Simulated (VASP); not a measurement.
# InAs in VASP: work function with LDA

Aim: the work function of InAs with LDA.

Everything below comes from runs of VASP 6.6.1. Logs are shortened: lines on timing, memory, paths and dates and some standing lists are left out, and cuts for length are marked.

**1. Starting point**

The cell holds a slab with vacuum, 4 atoms: a = 6.036 Å, b = 4.268 Å, c = 12.134 Å, α = 90.00°, β = 90.00°, γ = 90.00°.

**2. Work function, LDA**

File INCAR:

```
SYSTEM = InAs
PREC = Accurate ; ENCUT = 300
EDIFF = 1E-7 ; ISMEAR = 1
SIGMA = 0.1 ; LREAL = .FALSE.
LASPH = .TRUE. ; NELM = 100
ALGO = Normal ; ISIF = 2
LWAVE = .FALSE. ; LCHARG = .TRUE.
LDIPOL = .TRUE. ; IDIPOL = 3
DIPOL = 0.5 0.5 0.500 ; LVHAR = .TRUE.
LVACPOTAV = .TRUE. ; KPAR = 2
```

File KPOINTS:

```
Automatic mesh
0
G
  2 4 1
  0 0 0
```

File POSCAR:

```
InAs
1.0
    6.0360000000      0.0000000000      0.0000000000
    0.0000000000      4.2680965310      0.0000000000
    0.0000000000      0.0000000000     12.1340482645
In As
2 2
Direct
    0.5000000000      0.5000000000      0.4120636321
    0.0000000000      0.0000000000      0.5879363679
    0.7500000000      1.0000000000      0.4120636321
    0.2500000000      0.5000000000      0.5879363679
```

Potentials or basis: VASP PAW LDA potentials, release 64 (In_d, As).

Launch:

```bash
$ cat potpaw_LDA.64/In_d/POTCAR potpaw_LDA.64/As/POTCAR > POTCAR
$ mpirun -np 2 vasp_std > vasp.out
```

OUTCAR:

```text
SYSTEM = InAs
   PREC = Accurate
   ENCUT = 300
   EDIFF = 1E-7
   ISMEAR = 1
   LREAL = .FALSE.
   LASPH = .TRUE.
   NELM = 100
   ISIF = 2

 ion  position               nearest neighbor table
   1  0.500  0.500  0.412-   4 2.61   3 2.61   3 2.61
   2  0.000  0.000  0.588-   3 2.61   4 2.61   4 2.61
   3  0.750  0.000  0.412-   2 2.61   1 2.61   1 2.61
   4  0.250  0.500  0.588-   1 2.61   2 2.61   2 2.61

  LATTYP: Found a simple orthorhombic cell.
 ALAT       =     4.2680965310
 B/A-ratio  =     1.4142135625
 C/A-ratio  =     2.8429648150

  Lattice vectors:

 A1 = (   0.0000000000,  -4.2680965310,   0.0000000000)
 A2 = (   6.0360000000,   0.0000000000,   0.0000000000)
 A3 = (   0.0000000000,   0.0000000000,  12.1340482645)

Analysis of symmetry for initial positions (statically):
=====================================================================
 Subroutine PRICEL returns:
 Original cell was already a primitive cell.

 Routine SETGRP: Setting up the symmetry group for a
 simple orthorhombic supercell.

 Subroutine GETGRP returns: Found  4 space group operations
 (whereof  2 operations were pure point group operations)
 out of a pool of  8 trial point group operations.

The static configuration has the point symmetry C_1h.
 The point group associated with its full space group is C_2v.

Analysis of symmetry for dynamics (positions and initial velocities):
=====================================================================
 Subroutine PRICEL returns:
 Original cell was already a primitive cell.

 Routine SETGRP: Setting up the symmetry group for a
 simple orthorhombic supercell.

 Subroutine GETGRP returns: Found  4 space group operations
 (whereof  2 operations were pure point group operations)
 out of a pool of  8 trial point group operations.

The dynamic configuration has the point symmetry C_1h.
 The point group associated with its full space group is C_2v.

 Subroutine INISYM returns: Found  4 space group operations
 (whereof  2 operations are pure point group operations),
 and found     1 'primitive' translations

----------------------------------------------------------------------------------------

                                     Primitive cell

  volume of cell :     312.6002

  direct lattice vectors                    reciprocal lattice vectors
     6.036000000  0.000000000  0.000000000     0.165672631  0.000000000  0.000000000
     0.000000000  4.268096531  0.000000000     0.000000000  0.234296482  0.000000000
     0.000000000  0.000000000 12.134048265     0.000000000  0.000000000  0.082412726

  length of vectors
     6.036000000  4.268096531 12.134048265     0.165672631  0.234296482  0.082412726

  position of ions in fractional coordinates (direct lattice)
     0.500000000  0.500000000  0.412063632
     0.000000000  0.000000000  0.587936368
     0.750000000  0.000000000  0.412063632
     0.250000000  0.500000000  0.587936368

  ion indices of the primitive-cell ions
   primitive index   ion index
                 1           1
                 2           2
                 3           3
                 4           4

----------------------------------------------------------------------------------------

 KPOINTS: Automatic mesh

Automatic generation of k-mesh.
 Grid dimensions read from file:
 generate k-points for:    2    4    1

 Generating k-lattice:

  Cartesian coordinates                     Fractional coordinates (reciprocal lattice)
     0.082836315  0.000000000  0.000000000     0.500000000  0.000000000  0.000000000
     0.000000000  0.058574120  0.000000000     0.000000000  0.250000000  0.000000000
     0.000000000  0.000000000  0.082412726     0.000000000  0.000000000  1.000000000

  Length of vectors
     0.082836315  0.058574120  0.082412726

  Shift w.r.t. Gamma in fractional coordinates (k-lattice)
     0.000000000  0.000000000  0.000000000

 Subroutine IBZKPT returns following result:
 ===========================================

 Found      6 irreducible k-points:

 Following reciprocal coordinates:
            Coordinates               Weight
  0.000000  0.000000  0.000000      1.000000
  0.500000  0.000000  0.000000      1.000000
  0.000000  0.250000  0.000000      2.000000
  0.500000  0.250000  0.000000      2.000000
  0.000000  0.500000  0.000000      1.000000
  0.500000  0.500000  0.000000      1.000000
   k-points           NKPTS =      6   k-points in BZ     NKDIM =      6   number of bands    NBANDS=     22
   number of dos      NEDOS =    301   number of ions     NIONS =      4
   total plane-waves  NPLWV =  60480
   dimension x,y,z NGX =    36 NGY =   24 NGZ =   70
   dimension x,y,z NGXF=    72 NGYF=   48 NGZF=  140
   ions per type =               2   2
   NGX,Y,Z   is equivalent  to a cutoff of   9.92,  9.35,  9.59 a.u.
   NGXF,Y,Z  is equivalent  to a cutoff of  19.83, 18.70, 19.18 a.u.
 SYSTEM =  InAs
   PREC   = accura    normal or accurate (medium, high low for compatibility)
   ISTART =      0    job   : 0-new  1-cont  2-samecut
   ICHARG =      2    charge: 1-file 2-atom 10-const
   ISPIN  =      1    spin polarized calculation?
   LNONCOLLINEAR =      F non collinear calculations
   LSORBIT =      F    spin-orbit coupling
   LASPH  =      T    aspherical Exc in radial PAW
   ENCUT  =  300.0 eV  22.05 Ry    4.70 a.u.   8.52  6.03 17.14*2*pi/ulx,y,z
   NELM   =    100;   NELMIN=  2; NELMDL= -5     # of ELM steps
   EDIFF  = 0.1E-06   stopping-criterion for ELM
   LREAL  =      F    real-space projection
   EDIFFG = 0.1E-05   stopping-criterion for IOM
   NSW    =      0    number of steps for IOM
   IBRION =     -1    ionic relax: 0-MD 1-quasi-New 2-CG
   NFREE  =      0    steps in history (QN), initial steepest desc. (CG)
   ISIF   =      2    stress and relaxation
   ISYM   =      2    0-nonsym 1-usesym 2-fastsym
   POTIM  = 0.5000    time-step for ionic-motion
   TEBEG  =    0.0;   TEEND  =   0.0 temperature during run
   PSTRESS=    0.0 pullay stress
   NELECT =      36.0000    total number of electrons
   NUPDOWN=      -1.0000    fix difference up-down
   EMIN   =  10.00;   EMAX   =-10.00  energy-range for DOS
   EFERMI =   0.00;   METHOD = LEGACY
   ISMEAR =     1;   SIGMA  =   0.10  broadening in eV -4-tet -1-fermi 0-gaus
   EFERMI_NEDOS =   21; number of points for ismear=-14 and -15
   IALGO  =     38    algorithm
   IMIX   =      4    mixing-type and parameters
     AMIX     =   0.40;   BMIX     =  1.00
     AMIX_MAG =   1.60;   BMIX_MAG =  1.00
  volume/ion in A,a.u.               =      78.15       527.38
  Fermi-wavevector in a.u.,A,eV,Ry     =   0.796488  1.505144  8.631444  0.634393
  Thomas-Fermi vector in A             =   1.903021
   LORBIT       =      0    0 simple, 1 ext, 2 COOP (PROOUT), +10 PAW based schemes
   GGA     = CA    functional components
   LHFCALC =     F    Hartree Fock is set to
   AEXX    =    0.0000 exact exchange contribution
   IVDW    =     0    specifies the selected vdW correction
   LEPSILON=     F    determine dielectric tensor
   LRPA    =     F    only Hartree local field effects (RPA)
 non-spin polarized calculation
 Methfessel and Paxton  Order N= 1 SIGMA  =   0.10
  energy-cutoff  :      300.00
  volume of cell :      312.60
 maximum number of plane-waves:      3706
 NGX is ok and might be reduce to    36
   NGX = 17   NGY = 13   NGZ = 35

 dipolmoment           0.000000      0.000000      0.000000 electrons x Angstroem

 number of electron      35.9999998 magnetization

 dipolmoment           0.000000      0.000000     -0.000000 electrons x Angstroem

 Free energy of the ion-electron system (eV)
  ---------------------------------------------------
  ext. energy  EPLUGINS =         0.00000000
  ---------------------------------------------------
  free energy    TOTEN  =       -15.25463218 eV

  energy without entropy =      -15.25537478  energy(sigma->0) =      -15.25487971

 E-fermi :  -1.6001     XC(G=0):  -4.5060

 val. band max:       -1.6841731010   @ k =   0.0000   0.0000   0.0000
 cond. band min:      -0.7461613502   @ k =   0.0000   0.0000   0.0000
 fundamental gap:      0.9380117509
 Fermi energy:        -1.6001221320

 k-point     1 :       0.0000    0.0000    0.0000
  band No.  band energies     occupation
      1     -15.9783      2.00000
      2     -15.8838      2.00000
      3     -15.8593      2.00000
      4     -15.8357      2.00000
      5     -15.8157      2.00000
      6     -15.8006      2.00000
[... 14 lines left out ...]
     21       0.9955      0.00000
     22       1.7730      0.00000

 k-point     2 :       0.5000    0.0000    0.0000
  band No.  band energies     occupation
      1     -15.9365      2.00000
      2     -15.9365      2.00000
      3     -15.8440      2.00000
      4     -15.8440      2.00000
      5     -15.8090      2.00000
      6     -15.8090      2.00000
[... 14 lines left out ...]
     21       1.1550      0.00000
     22       1.1550      0.00000

 k-point     3 :       0.0000    0.2500    0.0000
  band No.  band energies     occupation
      1     -15.9700      2.00000
      2     -15.9064      2.00000
      3     -15.8485      2.00000
      4     -15.8461      2.00000
      5     -15.8160      2.00000
      6     -15.8072      2.00000
[... 14 lines left out ...]
     21       1.7424      0.00000
     22       2.3249      0.00000

 k-point     4 :       0.5000    0.2500    0.0000
  band No.  band energies     occupation
      1     -15.9369      2.00000
      2     -15.9369      2.00000
      3     -15.8411      2.00000
      4     -15.8411      2.00000
      5     -15.8197      2.00000
      6     -15.8197      2.00000
[... 14 lines left out ...]
     21       2.5193      0.00000
     22       2.5193      0.00000

 k-point     5 :       0.0000    0.5000    0.0000
  band No.  band energies     occupation
      1     -15.9535      2.00000
      2     -15.9535      2.00000
      3     -15.8404      2.00000
      4     -15.8404      2.00000
      5     -15.8137      2.00000
      6     -15.8137      2.00000
[... 14 lines left out ...]
     21       1.4177      0.00000
     22       1.4177      0.00000

 k-point     6 :       0.5000    0.5000    0.0000
  band No.  band energies     occupation
      1     -15.9457      2.00000
      2     -15.9457      2.00000
      3     -15.8381      2.00000
      4     -15.8381      2.00000
      5     -15.8236      2.00000
      6     -15.8236      2.00000
[... 14 lines left out ...]
     21       2.3158      0.00000
     22       2.3158      0.00000

------------------------ aborting loop because EDIFF is reached ----------------------------------------

  FORCE on cell =-STRESS in cart. coord.  units (eV):
  Direction    XX          YY          ZZ          XY          YZ          ZX
  --------------------------------------------------------------------------------------
  -------------------------------------------------------------------------------------
  Total       -2.4161991     -1.1513310     -0.9650837      0.0000000      0.0000000      0.0000000
  in kB      -12.3838052     -5.9009456     -4.9463675      0.0000000      0.0000000      0.0000000
  external PRESSURE =      -7.7437061 kB  Pullay stress =       0.0000000 kB

 VOLUME and BASIS-vectors are now :
 -----------------------------------------------------------------------------
  energy-cutoff  :      300.00
  volume of cell :      312.60
      direct lattice vectors                 reciprocal lattice vectors
     6.036000000  0.000000000  0.000000000     0.165672631  0.000000000  0.000000000
     0.000000000  4.268096531  0.000000000     0.000000000  0.234296482  0.000000000
     0.000000000  0.000000000 12.134048265     0.000000000  0.000000000  0.082412726

 POSITION                                       TOTAL-FORCE (eV/Angst)
 -----------------------------------------------------------------------------------
      3.01800      2.13405      5.00000         0.350006      0.000000      0.850320
      0.00000      0.00000      7.13405         0.350006      0.000000     -0.850320
      4.52700      0.00000      5.00000        -0.350006      0.000000     -0.483606
      1.50900      2.13405      7.13405        -0.350006      0.000000      0.483606
 -----------------------------------------------------------------------------------
    total drift:                               -0.000188      0.000000     -0.000000

  FREE ENERGIE OF THE ION-ELECTRON SYSTEM (eV)
  ---------------------------------------------------
  free  energy   TOTEN  =       -15.2546321787 eV

  energy  without entropy=      -15.2553747780  energy(sigma->0) =      -15.25487971

 vacuum level on the upper side and lower side of the slab         3.133         3.133
```

Run time: 12 s. Hardware: 2 MPI ranks of Intel Xeon Platinum 8488C (Sapphire Rapids), shared host; peak memory 0.18 GiB.

Results:

* Free energy: -15.2546 eV
* Largest force: 0.920 eV/Å
* Band gap on the k mesh: 0.94 eV, direct
* Ionisation potential of the upper face: 4.82 eV

Forces in eV/Å, atoms in the order of the input:
```
In   0.350  0.000  0.850
In   0.350  0.000 -0.850
As  -0.350  0.000 -0.484
As  -0.350  0.000  0.484
```

Caveat: the k mesh is coarse (spacing up to 0.52 Å⁻¹), so the values aren't converged; spin-orbit coupling is left out, which moves the levels of the heavy elements. As with any semilocal functional, this LDA gap is likely too small.
